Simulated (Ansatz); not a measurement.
## Mechanical response of BeSe (F-43m)

```
CELL_PARAMETERS angstrom
0.00000 2.56405 2.56405
2.56405 0.00000 2.56405
2.56405 2.56405 0.00000
ATOMIC_POSITIONS crystal
Be 0.00000 0.00000 0.00000
Se 0.75000 0.75000 0.75000
```

Conventional cell: a = 5.128 Å, b = 5.128 Å, c = 5.128 Å, α = 90.00°, β = 90.00°, γ = 90.00°. Be (atom 1) is surrounded by 4 Se at 2.22 Å. Se (atom 2) is surrounded by 4 Be at 2.22 Å.

Level of theory, where no other is named: PBEsol, all-electron LAPW in Ansatz 0.2.0, scalar-relativistic. k mesh 8×8×8, fixed occupations, basis error target 0.5 meV/atom. The cell was relaxed by PAW under this functional.

The cell is cubic and carries a residual pressure of 0.02 GPa at this level. Each strain component that symmetry leaves independent is applied at ±0.008, the ions relax wherever a strain frees them, and the stress (tension positive, GPa) is read. Shears are engineering strains, γ = 2ε.

```tsv
strain	size	σxx	σyy	σzz	σyz	σxz	σxy
xx	-0.008	-1.0843	-0.4648	-0.4648	0.0000	0.0000	0.0000
xx	+0.008	1.0196	0.3928	0.3928	0.0000	0.0000	0.0000
yz	-0.008	-0.0221	-0.0277	-0.0277	-0.5387	0.0000	0.0000
yz	+0.008	-0.0221	-0.0277	-0.0277	0.5387	0.0000	0.0000
```

A central difference gives one constant, for example C11 ≈ (1.0196 − (-1.0843))/(0.016) = 131.5 GPa; the program then imposes the crystal's symmetry on the whole matrix.

Q: What are the independent elastic constants?

A: C11 = 131.5, C12 = 53.6, C44 = 67.3 GPa.

Q: Do they meet the Born conditions?

A: C11 − C12 = 77.9, C11 + 2C12 = 238.7 and C44 = 67.3 GPa must all be positive, so the crystal is elastically stable; that says nothing yet of its phonons.

Q: What moduli does a random aggregate of grains have?

A: B = (C11 + 2C12)/3 = 79.6 GPa. G_V = (C11 − C12 + 3C44)/5 = 56.0 and G_R = 5(C11 − C12)C44/(4C44 + 3(C11 − C12)) = 52.1, so G_H = 54.1 GPa. Then E = 9BG/(3B + G) = 132.2 GPa, ν = (3B − 2G)/(6B + 2G) = 0.223 and B/G = 1.47, on the brittle side of Pugh's 1.75 (a rule of thumb, made for metals; it doesn't predict ductility here).

Q: With the density of 4.333 g/cm³, how fast does sound travel, and what Debye temperature follows?

A: 

| direction | slow (m/s) | middle (m/s) | fast (m/s) |
| --- | --- | --- | --- |
| [100] | 3942 | 3942 | 5509 |
| [110] | 2998 | 3942 | 6074 |
| [111] | 3342 | 3342 | 6251 |

The mean of v⁻³ over directions and branches gives v_m = 3885 m/s and θ_D = (ħ/k_B) v_m (6π²n)^(1/3) = 451 K, n being atoms per volume. Young's modulus spans 100 to 158 GPa over directions, and the universal anisotropy index is 0.37.

Q: How far do the constants move if PAW replaces LAPW in the same cell?

A: 

| constant | LAPW (GPa) | PAW (GPa) | difference |
| --- | --- | --- | --- |
| C11 | 131.5 | 131.5 | 0.0 |
| C12 | 53.6 | 53.8 | 0.2 |
| C44 | 67.3 | 67.3 | 0.0 |

Caveats: constants at zero field, no piezoelectric stiffening; the frozen-core PAW files of the compared runs were fitted under PBE, their cores solved anew for this functional.
